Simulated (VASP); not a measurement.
# CdO (Monteponite) (Fm-3m) in VASP: a series of runs

One crystal, CdO (Monteponite), is run at these levels: revPBE+D3, revPBE+D3(BJ), revPBE+D4; tasks: relaxation of cell and atoms.

Everything below comes from runs of VASP 6.6.1. Logs are shortened: lines on timing, memory, paths and dates and some standing lists are left out, and cuts for length are marked.

### 1 The crystal as given

Symmetry: Fm-3m, No. 225, cubic system. The conventional cell has a = 4.699 Å, b = 4.699 Å, c = 4.699 Å, α = 90.00°, β = 90.00°, γ = 90.00°. Cd (site symmetry m-3m) is surrounded by 6 O at 2.35 Å. Around O (site symmetry m-3m) lie 6 Cd at 2.35 Å.

### 2 Relaxation of cell and atoms, revPBE+D3

INCAR

```
PREC = Accurate ; ENCUT = 600
EDIFF = 1E-7 ; ISMEAR = -1
SIGMA = 0.05 ; LREAL = False
LASPH = True ; NELM = 60
ALGO = Normal ; ISIF = 3
LWAVE = False ; LCHARG = False
GGA = RE ; IVDW = 11
IBRION = 2 ; NSW = 60
EDIFFG = -0.005
```

KPOINTS

```
regular mesh
0
Gamma
  10 10 10
```

POSCAR

```
CdO
1.0
    0.0000000000      2.3495000000      2.3495000000
    2.3495000000      0.0000000000      2.3495000000
    2.3495000000      2.3495000000      0.0000000000
Cd O
1 1
Direct
    0.0000000000      0.0000000000      0.0000000000
    0.5000000000      0.5000000000      0.5000000000
```

Potentials or basis: VASP PAW PBE potentials, release 64 (Cd, O).

Run with:

```
$ cat potpaw_PBE.64/Cd/POTCAR potpaw_PBE.64/O/POTCAR > POTCAR
$ mpirun -np 1 vasp_std > vasp.out
```

OUTCAR:

```text
PREC = Accurate
   ENCUT = 600
   EDIFF = 1E-7
   ISMEAR = -1
   LREAL = False
   LASPH = True
   NELM = 60
   ISIF = 3
   GGA = RE
   IVDW = 11
   IBRION = 2
   NSW = 60
   EDIFFG = -0.005
 IVDW          = 11

 ion  position               nearest neighbor table
   1  0.000  0.000  0.000-   2 2.35   2 2.35   2 2.35   2 2.35   2 2.35   2 2.35
   2  0.500  0.500  0.500-   1 2.35   1 2.35   1 2.35   1 2.35   1 2.35   1 2.35

  LATTYP: Found a face centered cubic cell.
 ALAT       =     4.6990000000

  Lattice vectors:

 A1 = (   0.0000000000,   2.3495000000,   2.3495000000)
 A2 = (   2.3495000000,   0.0000000000,   2.3495000000)
 A3 = (   2.3495000000,   2.3495000000,   0.0000000000)

Analysis of symmetry for initial positions (statically):
=====================================================================
 Subroutine PRICEL returns:
 Original cell was already a primitive cell.

 Routine SETGRP: Setting up the symmetry group for a
 face centered cubic supercell.

 Subroutine GETGRP returns: Found 48 space group operations
 (whereof 48 operations were pure point group operations)
 out of a pool of 48 trial point group operations.

The static configuration has the point symmetry O_h .

Analysis of symmetry for dynamics (positions and initial velocities):
=====================================================================
 Subroutine PRICEL returns:
 Original cell was already a primitive cell.

 Routine SETGRP: Setting up the symmetry group for a
 face centered cubic supercell.

 Subroutine GETGRP returns: Found 48 space group operations
 (whereof 48 operations were pure point group operations)
 out of a pool of 48 trial point group operations.

The dynamic configuration has the point symmetry O_h .

 Subroutine INISYM returns: Found 48 space group operations
 (whereof 48 operations are pure point group operations),
 and found     1 'primitive' translations

----------------------------------------------------------------------------------------

                                     Primitive cell

  volume of cell :      25.9392

  direct lattice vectors                    reciprocal lattice vectors
     0.000000000  2.349500000  2.349500000    -0.212811236  0.212811236  0.212811236
     2.349500000  0.000000000  2.349500000     0.212811236 -0.212811236  0.212811236
     2.349500000  2.349500000  0.000000000     0.212811236  0.212811236 -0.212811236

  length of vectors
     3.322694765  3.322694765  3.322694765     0.368599874  0.368599874  0.368599874

  position of ions in fractional coordinates (direct lattice)
     0.000000000  0.000000000  0.000000000
     0.500000000  0.500000000  0.500000000

  ion indices of the primitive-cell ions
   primitive index   ion index
                 1           1
                 2           2

----------------------------------------------------------------------------------------

 KPOINTS: regular mesh

Automatic generation of k-mesh.
 Grid dimensions read from file:
 generate k-points for:   10   10   10

 Generating k-lattice:

  Cartesian coordinates                     Fractional coordinates (reciprocal lattice)
    -0.021281124  0.021281124  0.021281124     0.100000000  0.000000000  0.000000000
     0.021281124 -0.021281124  0.021281124     0.000000000  0.100000000  0.000000000
     0.021281124  0.021281124 -0.021281124     0.000000000  0.000000000  0.100000000

  Length of vectors
     0.036859987  0.036859987  0.036859987

  Shift w.r.t. Gamma in fractional coordinates (k-lattice)
     0.000000000  0.000000000  0.000000000

 Subroutine IBZKPT returns following result:
 ===========================================

 Found     47 irreducible k-points:

 Following reciprocal coordinates:
            Coordinates               Weight
  0.000000  0.000000  0.000000      1.000000
  0.100000  0.000000  0.000000      8.000000
  0.200000  0.000000  0.000000      8.000000
  0.300000  0.000000  0.000000      8.000000
  0.400000  0.000000  0.000000      8.000000
  0.500000  0.000000  0.000000      4.000000
[... 16 lines left out ...]
  0.300000  0.300000  0.000000      6.000000
  0.400000  0.300000  0.000000     24.000000
 [... further k-points ...]
   k-points           NKPTS =     47   k-points in BZ     NKDIM =     47   number of bands    NBANDS=     13
   number of dos      NEDOS =    301   number of ions     NIONS =      2
   total plane-waves  NPLWV =  21952
   dimension x,y,z NGX =    28 NGY =   28 NGZ =   28
   dimension x,y,z NGXF=    56 NGYF=   56 NGZF=   56
   ions per type =               1   1
   NGX,Y,Z   is equivalent  to a cutoff of  14.01, 14.01, 14.01 a.u.
   NGXF,Y,Z  is equivalent  to a cutoff of  28.02, 28.02, 28.02 a.u.
 SYSTEM =  unknown system
   PREC   = accura    normal or accurate (medium, high low for compatibility)
   ISTART =      0    job   : 0-new  1-cont  2-samecut
   ICHARG =      2    charge: 1-file 2-atom 10-const
   ISPIN  =      1    spin polarized calculation?
   LNONCOLLINEAR =      F non collinear calculations
   LSORBIT =      F    spin-orbit coupling
   LASPH  =      T    aspherical Exc in radial PAW
   ENCUT  =  600.0 eV  44.10 Ry    6.64 a.u.   6.64  6.64  6.64*2*pi/ulx,y,z
   NELM   =     60;   NELMIN=  2; NELMDL= -5     # of ELM steps
   EDIFF  = 0.1E-06   stopping-criterion for ELM
   LREAL  =      F    real-space projection
   EDIFFG = -.5E-02   stopping-criterion for IOM
   NSW    =     60    number of steps for IOM
   IBRION =      2    ionic relax: 0-MD 1-quasi-New 2-CG
   NFREE  =      1    steps in history (QN), initial steepest desc. (CG)
   ISIF   =      3    stress and relaxation
   ISYM   =      2    0-nonsym 1-usesym 2-fastsym
   POTIM  = 0.5000    time-step for ionic-motion
   TEBEG  =    0.0;   TEEND  =   0.0 temperature during run
   PSTRESS=    0.0 pullay stress
   NELECT =      18.0000    total number of electrons
   NUPDOWN=      -1.0000    fix difference up-down
   EMIN   =  10.00;   EMAX   =-10.00  energy-range for DOS
   EFERMI =   0.00;   METHOD = LEGACY
   ISMEAR =    -1;   SIGMA  =   0.05  broadening in eV -4-tet -1-fermi 0-gaus
   EFERMI_NEDOS =   21; number of points for ismear=-14 and -15
   IALGO  =     38    algorithm
   IMIX   =      4    mixing-type and parameters
     AMIX     =   0.40;   BMIX     =  1.00
     AMIX_MAG =   1.60;   BMIX_MAG =  1.00
  volume/ion in A,a.u.               =      12.97        87.52
  Fermi-wavevector in a.u.,A,eV,Ry     =   1.449373  2.738918 28.581522  2.100683
  Thomas-Fermi vector in A             =   2.567107
   LORBIT       =      0    0 simple, 1 ext, 2 COOP (PROOUT), +10 PAW based schemes
   GGA     = RE    functional components
   LHFCALC =     F    Hartree Fock is set to
   AEXX    =    0.0000 exact exchange contribution
   IVDW    =    11    specifies the selected vdW correction
   LEPSILON=     F    determine dielectric tensor
   LRPA    =     F    only Hartree local field effects (RPA)
 conjugate gradient relaxation of ions
 non-spin polarized calculation
  energy-cutoff  :      600.00
  volume of cell :       25.94
 maximum number of plane-waves:       893
   NGX = 13   NGY = 13   NGZ = 13

--------------------------------------- Ionic step        1  -------------------------------------------

 number of electron      18.0000002 magnetization

 Free energy of the ion-electron system (eV)
  ---------------------------------------------------
  ext. energy  EPLUGINS =         0.00000000
  ---------------------------------------------------
  free energy    TOTEN  =        -6.98590732 eV

  energy without entropy =       -6.98536893  energy(sigma->0) =       -6.98563813

------------------------ aborting loop because EDIFF is reached ----------------------------------------

 Edisp (eV)   -0.80164

 E8    (eV) :    -0.3319

  FORCE on cell =-STRESS in cart. coord.  units (eV):
  Direction    XX          YY          ZZ          XY          YZ          ZX
  --------------------------------------------------------------------------------------
  -------------------------------------------------------------------------------------
  Total       1.41213     1.41213     1.41213     0.00000    -0.00000     0.00000
  in kB      87.22229    87.22229    87.22229     0.00000    -0.00000     0.00000
  external pressure =       87.22 kB  Pullay stress =        0.00 kB
[... 61 lines left out ...]
  energy  without entropy=       -7.8258000462  energy(sigma->0) =       -7.82608629

--------------------------------------- Ionic step        3  -------------------------------------------

 number of electron      17.9999996 magnetization

 Free energy of the ion-electron system (eV)
  ---------------------------------------------------
  ext. energy  EPLUGINS =         0.00000000
  ---------------------------------------------------
  free energy    TOTEN  =        -7.04910344 eV

  energy without entropy =       -7.04854354  energy(sigma->0) =       -7.04882349

 E-fermi :   1.7040     XC(G=0): -11.1597

 val. band max:        1.5291228193   @ k =   0.5000   0.0000   0.0000
 cond. band min:       2.0888500736   @ k =   0.1000   0.0000   0.0000
 fundamental gap:      0.5597272543
 Fermi energy:         1.7040265258

 k-point     1 :       0.0000    0.0000    0.0000
  band No.  band energies     occupation
      1     -15.4122      2.00000
      2      -5.0957      2.00000
      3      -5.0957      2.00000
      4      -5.0957      2.00000
      5      -4.8311      2.00000
      6      -4.8311      2.00000
      7       0.4563      2.00000
      8       0.4563      2.00000
      9       0.4563      2.00000
     10       1.0316      2.00000
     11      16.4766      0.00000
     12      18.1340      0.00000
     13      18.1340      0.00000
[... 353 lines left out ...]
 k-point    24 :       0.4000    0.3000    0.0000
  band No.  band energies     occupation
      1     -14.9096      2.00000
      2      -5.3830      2.00000
      3      -5.0764      2.00000
      4      -4.8306      2.00000
      5      -4.6972      2.00000
      6      -4.5977      2.00000
      7      -1.6816      2.00000
      8      -0.0843      2.00000
      9      -0.0016      2.00000
     10       5.7413      0.00000
     11      10.0795      0.00000
     12      12.2062      0.00000
     13      14.3577      0.00000

 [... further k-points ...]

------------------------ aborting loop because EDIFF is reached ----------------------------------------

 Edisp (eV)   -0.78591

 E8    (eV) :    -0.3277

  FORCE on cell =-STRESS in cart. coord.  units (eV):
  Direction    XX          YY          ZZ          XY          YZ          ZX
  --------------------------------------------------------------------------------------
  -------------------------------------------------------------------------------------
  Total       0.00318     0.00318     0.00318    -0.00000     0.00000    -0.00000
  in kB       0.18347     0.18347     0.18347    -0.00000     0.00000    -0.00000
  external pressure =        0.18 kB  Pullay stress =        0.00 kB
[... 17 lines left out ...]
  FREE ENERGIE OF THE ION-ELECTRON SYSTEM (eV)
  ---------------------------------------------------
  free  energy   TOTEN  =        -7.8350146996 eV

  energy  without entropy=       -7.8344548042  energy(sigma->0) =       -7.83473475

 reached required accuracy - stopping structural energy minimisation
```

Run time: 22 s. Hardware: 1 thread of Intel Xeon 6975P-C (Granite Rapids), shared host; peak memory 0.18 GiB.

Results:

```yaml
Free_energy: -7.8350 eV
Relaxed_volume: 13.90 Å³/atom
Relaxed_cell: a = 3.400 Å, b = 3.400 Å, c = 3.400 Å, α = 60.00°, β = 60.00°, γ = 60.00°
Space_group_after_relaxing_to_0.05_Å: Fm-3m (No. 225)
Energy_gained_by_relaxing: 23.7 meV/atom
Ionic_steps: 3
Pressure_after_relaxing: 0.0 GPa
Band_gap_on_the_k_mesh: none (metal or under the smearing width)
Dispersion_energy_per_atom: -0.393 eV
```

The path:
| step | energy change (eV) | largest force (eV/Å) | pressure (GPa) | volume (Å³) |
| --- | --- | --- | --- | --- |
| 1 | 0.0000 | 0.0000 | 8.72 | 25.94 |
| 2 | -0.0388 | 0.0000 | -3.07 | 28.68 |
| 3 | -0.0475 | 0.0000 | 0.02 | 27.80 |

Final structure:
```
CELL_PARAMETERS angstrom
0.00000 2.40440 2.40440
2.40440 0.00000 2.40440
2.40440 2.40440 0.00000
ATOMIC_POSITIONS crystal
Cd 0.00000 0.00000 0.00000
O 0.50000 0.50000 0.50000
```

Levels at points of the mesh, in eV from the Fermi level:
| k point | band 6 | band 7 | band 8 | band 9 | band 10 | band 11 | band 12 | band 13 |
| --- | --- | --- | --- | --- | --- | --- | --- | --- |
| (0.00, 0.00, 0.00) | -6.54 | -1.25 | -1.25 | -1.25 | -0.67 | 14.77 | 16.43 | 16.43 |
| (0.50, 0.00, 0.00) | -6.34 | -3.80 | -0.17 | -0.17 | 4.30 | 6.72 | 11.51 | 11.51 |
| (0.50, 0.50, 0.00) | -5.99 | -3.99 | -2.14 | -2.14 | 3.50 | 8.16 | 10.85 | 12.69 |

Caveat: the PAW data sets were made with another functional, which shifts forces and pressure a little; pairwise dispersion overbinds metals, which lowers pressure and volume; this crystal is a semiconductor, whose small gap the functional closes, so the metal is an error of the method.

### 3 Relaxation of cell and atoms, revPBE+D3(BJ)

INCAR

```
PREC     = Accurate       # precision mode
ENCUT    = 600            # plane-wave cutoff, eV
EDIFF    = 1E-7           # SCF threshold, eV
ISMEAR   = -1             # smearing method
SIGMA    = 0.05           # smearing width, eV
LREAL    = False          # projectors in reciprocal space
LASPH    = True           # aspherical terms in the spheres
NELM     = 80             # most SCF steps
ALGO     = Normal         # electronic algorithm
ISIF     = 3              # what is computed and relaxed
LWAVE    = False          # write WAVECAR
LCHARG   = False          # write CHGCAR
GGA      = RE             # functional
IVDW     = 12             # dispersion correction
IBRION   = 2              # ionic algorithm
NSW      = 60             # ionic steps
EDIFFG   = -0.02          # ionic threshold
```

KPOINTS is that of step 2.

POSCAR is that of step 2.

Potentials or basis: VASP PAW PBE potentials, release 64 (Cd, O).

Run with:

```
$ cat potpaw_PBE.64/Cd/POTCAR potpaw_PBE.64/O/POTCAR > POTCAR
$ mpirun -np 1 vasp_std > vasp.out
```

Run time: 22 s. Hardware: 1 thread of Intel Xeon 6975P-C (Granite Rapids), shared host; peak memory 0.18 GiB.

The run converged. Its results:

```yaml
Free_energy: -8.1373 eV
Relaxed_volume: 13.32 Å³/atom
Relaxed_cell: a = 3.352 Å, b = 3.352 Å, c = 3.352 Å, α = 60.00°, β = 60.00°, γ = 60.00°
Space_group_after_relaxing_to_0.05_Å: Fm-3m (No. 225)
Energy_gained_by_relaxing: 3.9 meV/atom
Ionic_steps: 3
Pressure_after_relaxing: 0.0 GPa
Band_gap_on_the_k_mesh: none (metal or under the smearing width)
Dispersion_energy_per_atom: -0.557 eV
```

Step by step:
```csv
step,energy change (eV),largest force (eV/Å),pressure (GPa),volume (Å³)
1,0.0000,0.0000,3.72,25.94
2,-0.0048,0.0000,-2.11,27.09
3,-0.0079,0.0000,0.00,26.64
```

Final structure:
```
Cd O
1.0
     0.00000    2.37034    2.37034
     2.37034    0.00000    2.37034
     2.37034    2.37034    0.00000
Cd O
1 1
Direct
  0.00000 0.00000 0.00000
  0.50000 0.50000 0.50000
```

Levels at points of the mesh, in eV from the Fermi level:
```csv
k point,band 6,band 7,band 8,band 9,band 10,band 11,band 12,band 13
"(0.00, 0.00, 0.00)",-6.56,-1.39,-1.39,-1.39,-0.59,14.86,16.73,16.73
"(0.50, 0.00, 0.00)",-6.33,-3.90,-0.17,-0.17,4.34,7.03,11.74,11.74
"(0.50, 0.50, 0.00)",-5.93,-4.28,-2.33,-2.33,3.69,8.35,11.01,13.06
```

Caveat: the PAW data sets were made with another functional, which shifts forces and pressure a little; pairwise dispersion overbinds metals, which lowers pressure and volume; this crystal is a semiconductor, whose small gap the functional closes, so the metal is an error of the method.

### 4 Relaxation of cell and atoms, revPBE+D4

INCAR

```
PREC = Accurate
ENCUT = 600
EDIFF = 1E-6
ISMEAR = -1
SIGMA = 0.05
LREAL = False
LASPH = True
NELM = 80
ALGO = Normal
ISIF = 3
LWAVE = False
LCHARG = False
GGA = RE
IVDW = 13
IBRION = 2
NSW = 40
EDIFFG = -0.01
```

KPOINTS is that of step 3.

POSCAR is that of step 3.

Run with:

```
$ cat potpaw_PBE.64/Cd/POTCAR potpaw_PBE.64/O/POTCAR > POTCAR
$ mpirun -np 1 vasp_std > vasp.out
```

Run time: 20 s. Hardware: 1 thread of Intel Xeon 6975P-C (Granite Rapids), shared host; peak memory 0.17 GiB.

It converged, with:

```
Free energy                            : -8.1747 eV
Relaxed volume                         : 13.34 Å³/atom
Relaxed cell                           : a = 3.354 Å, b = 3.354 Å, c = 3.354 Å, α = 60.00°, β = 60.00°, γ = 60.00°
Space group after relaxing (to 0.05 Å) : Fm-3m (No. 225)
Energy gained by relaxing              : 4.4 meV/atom
Ionic steps                            : 3
Pressure after relaxing                : 0.0 GPa
Band gap on the k mesh                 : none (metal or under the smearing width)
Dispersion energy per atom             : -0.575 eV
```

The path:
| step | energy change (eV) | largest force (eV/Å) | pressure (GPa) | volume (Å³) |
| --- | --- | --- | --- | --- |
| 1 | 0.0000 | 0.0000 | 3.95 | 25.94 |
| 2 | -0.0052 | 0.0000 | -2.24 | 27.16 |
| 3 | -0.0087 | 0.0000 | 0.02 | 26.67 |

Final structure:
```
CELL_PARAMETERS angstrom
0.00000 2.37140 2.37140
2.37140 0.00000 2.37140
2.37140 2.37140 0.00000
ATOMIC_POSITIONS crystal
Cd 0.00000 0.00000 0.00000
O 0.50000 0.50000 0.50000
```

Levels at points of the mesh, in eV from the Fermi level:
```csv
k point,band 6,band 7,band 8,band 9,band 10,band 11,band 12,band 13
"(0.00, 0.00, 0.00)",-6.56,-1.38,-1.38,-1.38,-0.59,14.85,16.72,16.72
"(0.50, 0.00, 0.00)",-6.33,-3.90,-0.17,-0.17,4.33,7.02,11.73,11.73
"(0.50, 0.50, 0.00)",-5.93,-4.27,-2.32,-2.32,3.68,8.34,11.00,13.05
```

Caveat: the PAW data sets were made with another functional, which shifts forces and pressure a little; pairwise dispersion overbinds metals, which lowers pressure and volume; this crystal is a semiconductor, whose small gap the functional closes, so the metal is an error of the method. Zero-point motion and thermal expansion aren't in these numbers.

### 5 For comparison

An earlier run on the cell as given: functional PBE; potentials or basis VASP PAW PBE potentials, release 64 (Cd, O); cutoff 520 eV; k mesh 10 × 10 × 10; occupations fermi-dirac, width 0.05 eV; no spin polarisation.

- Pressure: 7.6 GPa
- Band gap on the k mesh: none (metal or under the smearing width)

### 6 Summary

```csv
task,level,cell,cutoff (eV),gap on the mesh (eV),pressure (GPa),relaxed volume (Å³/atom)
relaxation of cell and atoms,revPBE+D3,relaxed,600,none,0.0,13.90
relaxation of cell and atoms,revPBE+D3(BJ),relaxed,600,none,0.0,13.32
relaxation of cell and atoms,revPBE+D4,relaxed,600,none,0.0,13.34
single point,PBE,as given,520,none,7.6,-
```

Alike in all rows: potentials or basis VASP PAW PBE potentials, release 64 (Cd, O); no spin polarisation; k mesh 10 × 10 × 10; smearing fermi-dirac 0.05 eV.

Caveats: this crystal is a semiconductor, whose small gap the functional closes, so the metal is an error of the method; the PAW data sets were made with another functional, which shifts forces and pressure a little (some runs); pairwise dispersion overbinds metals, which lowers pressure and volume (some runs).

Total energies depend on the potentials used, so only differences within one code and one set of settings carry meaning.
